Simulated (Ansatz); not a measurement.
**Does BaHfO3 in Pm-3m form from BaO and HfO2?**

Plane-wave DFT in Ansatz with scalar-relativistic PAW potentials, cutoff 420 eV, Γ-centred meshes chosen by cell and gap, Gaussian smearing with energies taken to zero width. Every cell was relaxed (cell and atoms) in a run of its own, within the symmetry of its start. Functional: PBE.

The ternary relaxed to Pm-3m, 5 atoms in the computed cell, a = 4.206 Å; sites (symmetry × multiplicity) Ba m-3m × 1, Hf m-3m × 1, O 4/mm.m × 3.

Total energies hold large constants for each element; a whole number of eV per atom of each element is taken off below, which cancels in a balanced reaction.

| compound | lowest structure computed | structures tried | V (Å³/atom) | gap on mesh (eV) | E (eV per formula unit, common shift removed) |
| --- | --- | --- | --- | --- | --- |
| BaHfO3 | Pm-3m | 1 | 14.88 | 3.62 | -16.4291 |
| BaO | Fm-3m | 3 | 21.65 | 2.10 | -4.5463 |
| HfO2 | I4_1/amd | 11 | 14.33 | 4.43 | -10.6928 |

Problem. Balance the reaction and work out its energy at 0 K.

Solution. The balance is BaO + HfO2 → BaHfO3. ΔE = -1.190 eV per formula unit, -238 meV/atom, and the volume changes by -13.8 %. The ternary lies below these binaries, so it can form from them; whether it is stable also hangs on other ternaries and on other oxidation states, which this balance leaves out. Against the elements it is bound by 3.32 eV/atom, 14 times the size of this reaction energy: most of the binding is already in the binaries, and stability is decided by the small rest. A lower form of a binary that wasn't tried would raise the value, and a lower form of the ternary would lower it. This functional puts HfO2 lowest in I4_1/amd, which isn't its usual phase at room temperature.

Spin-orbit coupling is left out, which matters for the bands of heavy elements.